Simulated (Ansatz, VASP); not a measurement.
# One calculation of AlNi, two programs

```
Ni Al
1.0
     2.88100    0.00000    0.00000
     0.00000    2.88100    0.00000
     0.00000    0.00000    2.88100
Ni Al
1 1
Direct
  0.50000 0.50000 0.50000
  0.00000 0.00000 0.00000
```

Alike in both runs: task single point; functional PBEsol; k mesh 7 × 7 × 7; occupations fermi-dirac, width 0.05 eV; collinear spin; Hubbard terms Ni d U = 3.0 eV.

|  | VASP | Ansatz |
| --- | --- | --- |
| version | VASP 6.6.1 | Ansatz 0.2.0 |
| potentials or method | VASP PAW PBE potentials, release 64 (Ni, Al), cutoff 520 eV | all-electron LAPW, scalar-relativistic |

Ansatz gave:

* gap on the k mesh at the Fermi level (eV): none
* pressure (GPa): -4.1
* net moment per atom (μB): 0.00

Problem. What did VASP give for the same quantities?

Solution. gap on the k mesh at the Fermi level (eV): none; pressure (GPa): -6.9; net moment per atom (μB): 0.00.

The programs project onto different local orbitals, so the same U acts differently. A gap of «none» marks a metal or a gap that the smearing closes. Ansatz ran all-electron here, so the differences hold the error of VASP's frozen core and of both bases.

Caveats: the U is typed as a test and isn't derived for this compound; the PAW data sets were made with another functional, which shifts forces and pressure a little (VASP); the k mesh is thin for a metal, which can move the energy by tens of meV per atom (Ansatz); the magnetic state may not be the lowest (Ansatz); the typed start of the occupations wasn't kept (Ansatz); U is the effective U less J, on atomic orbitals that reach past the spheres (Ansatz); the starting moments weren't kept (Ansatz). The state reached can hang on the start; a lower one may exist.
